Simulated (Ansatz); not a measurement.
Crystal: BN.

```
N B
1.0
     2.50804    0.00000    0.00000
    -1.24671    2.17623    0.00000
    -0.63067   -1.08812    3.02254
N B
1 1
Direct
  0.66851 0.33238 0.98500
  0.97964 0.98350 0.00181
```

The cell comes from a database or a generator and needn't be the stable form of this composition.

* Program: Ansatz 0.2.0
* Task: relaxation of cell and atoms
* Functional: HSE06
* Potentials or basis: Ansatz PAW
* Cutoff: 420 eV (not typed: the program's choice for these potentials)
* k mesh: 7 × 7 × 5
* Occupations: fermi-dirac, width 0.05 eV
* Spin: no spin polarisation

At the start: volume 8.25 Å³/atom.

**Question.** How do energy, volume and symmetry change on relaxing?

**Answer.** It ends after 30 steps and the volume is 10.91 Å³/atom (+32.3 %); space group Fmm2 (No. 42, to 0.05 Å).

Step by step:
```csv
step,energy change (eV),largest force (eV/Å),volume (Å³)
1,0.0000,2.8121,16.50
2,-0.1055,1.7631,17.23
3,-0.1557,0.0922,17.79
4,-0.1571,0.0505,18.12
5,-0.1575,0.0005,18.05
6,-0.1734,0.0007,18.05
7,-0.1782,0.0004,18.66
8,-0.1779,0.0011,19.30
9,-0.1777,0.0008,19.36
10,-0.1865,0.0005,19.36
11,-0.1868,0.0034,19.85
12,-0.1840,0.0030,20.56
13,-0.1858,0.0017,20.23
14,-0.1858,0.0017,20.23
15,-0.1900,0.0017,20.23
16,-0.1895,0.0020,20.61
17,-0.1888,0.0013,20.83
18,-0.1888,0.0013,20.83
19,-0.1912,0.0013,20.83
20,-0.1905,0.0004,21.14
21,-0.1902,0.0002,21.24
22,-0.1917,0.0002,21.24
23,-0.1911,0.0005,21.46
24,-0.1910,0.0004,21.51
25,-0.1919,0.0004,21.51
26,-0.1914,0.0005,21.68
27,-0.1914,0.0002,21.71
28,-0.1919,0.0002,21.71
29,-0.1916,0.0012,21.83
30,-0.1920,0.0011,21.83
```

Final structure:
```
N B
1.0
     2.49525   -0.00400   -0.00151
    -1.24383    2.16314    0.00156
    -0.62753   -1.07844    4.04760
N B
1 1
Direct
  0.65739 0.32462 0.99339
  0.99076 0.99127 0.99341
```

Caveat: the k mesh is coarse (spacing up to 0.44 Å⁻¹), so the values aren't converged, least of all with exact exchange; the volume moved by over 15 % at a fixed basis, so the end points are rough; the plane-wave basis is chosen anew once the cell has moved, so the energies of steps on either side of that aren't comparable; the pressure holds a Pulay correction of +0.4 GPa for the finite cutoff; the PAW data sets come from PBE, with cores solved anew for the run's functional, which leaves a small shift of forces and pressure.
